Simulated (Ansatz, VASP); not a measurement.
**PtS2: VASP beside Ansatz**

```
CELL_PARAMETERS angstrom
3.36604 0.00000 0.00000
-1.68302 2.91508 0.00000
0.00000 0.00000 4.91283
ATOMIC_POSITIONS crystal
Pt 0.00000 0.00000 0.00000
S 0.33333 0.66667 0.25000
S 0.66667 0.33333 0.75000
```

Change from the starting cell: strain -0.050 along x and y, -0.025 along z, atoms carried along.

Alike in both runs: task single point; functional PBE; k mesh 12 × 12 × 8; occupations gaussian, width 0.05 eV; no spin polarisation.

```csv
,VASP,Ansatz
version,VASP 6.6.1,Ansatz 0.2.0
potentials or method,"VASP PAW PBE potentials, release 64 (Pt, S)","scalar-relativistic, plane waves, PAW"
plane-wave cutoff (eV),520,420
valence electrons in the cell,22,30
```

Ansatz gave:

```
gap on the k mesh at the Fermi level (eV)       : 0.67
least direct gap on the mesh (eV)               : 0.94
pressure (GPa)                                  : 28.6
largest component of the traceless stress (GPa) : 9.36
rms of the force components (eV/Å)              : 0.733
```

**Question.** Estimate VASP's values.

**Answer.** gap on the k mesh at the Fermi level (eV): 0.69; least direct gap on the mesh (eV): 0.96; pressure (GPa): 28.0; largest component of the traceless stress (GPa): 9.18; rms of the force components (eV/Å): 0.706.

Atom by atom the forces differ by 0.027 eV/Å (rms over components). The functional is the same, so the differences come from potentials, cutoffs and numerics. The two sets of potentials don't hold the same shells in valence.

Caveats: so large a pressure means that the cell lies far from this level's equilibrium, or that cutoff or potentials fall short (VASP); spin-orbit coupling is left out, which moves the levels of the heavy elements; the cell's inner coordinates are idealised or old, which leaves forces on the atoms. A k mesh can miss the band edges.
